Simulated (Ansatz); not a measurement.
# How far is this SiC from the hull?

These are results of DFT PBE, scalar-relativistic, plane waves, PAW in Ansatz 0.2.0, not measurements. All cells share a 420 eV cutoff and Γ-centred k meshes spaced at most about 0.3 Å⁻¹ (2π included). No spin polarisation.

Formation energies are uncorrected and refer to the elements' standard structures at the same level.

Temperature and zero-point effects are left out. The reference form of C is held partly by dispersion forces, which this level lacks.

The competitors are the elements and 1 reference phase of this chemical system (from databases or known types: SiC), relaxed at the same level; other known phases may be missing.

The candidate was reached from: 4-connected net, two elements alternating.

```
Si C
1.0
    -3.14126    3.14126    3.14126
     3.14126   -3.14126    3.14126
     3.14126    3.14126   -3.14126
Si C
6 6
Direct
  0.12500 0.75000 0.87500
  0.62500 0.37500 0.25000
  0.75000 0.87500 0.12500
  0.87500 0.12500 0.75000
  0.37500 0.25000 0.62500
  0.25000 0.62500 0.37500
  0.75000 0.37500 0.62500
  0.12500 0.87500 0.25000
  0.25000 0.12500 0.87500
  0.37500 0.62500 0.75000
  0.87500 0.25000 0.12500
  0.62500 0.75000 0.37500
```

Task: Is it stable, and against what?

Result: Not the lowest form: another structure of the same formula lies lower. Its formation energy is 0.292 eV/atom. The lowest competing phase at this composition is this:

```csv
phase,space group,source,share of atoms,ΔE_f (eV/atom)
SiC,P6_3mc (No. 186),Materials Project,1.0000,-0.204
```

The candidate lies 0.50 eV/atom above this phase. The candidate matches no cell in the subsets of the Crystallography Open Database and the Materials Project at hand. The margin is far too high for a likely synthesis.
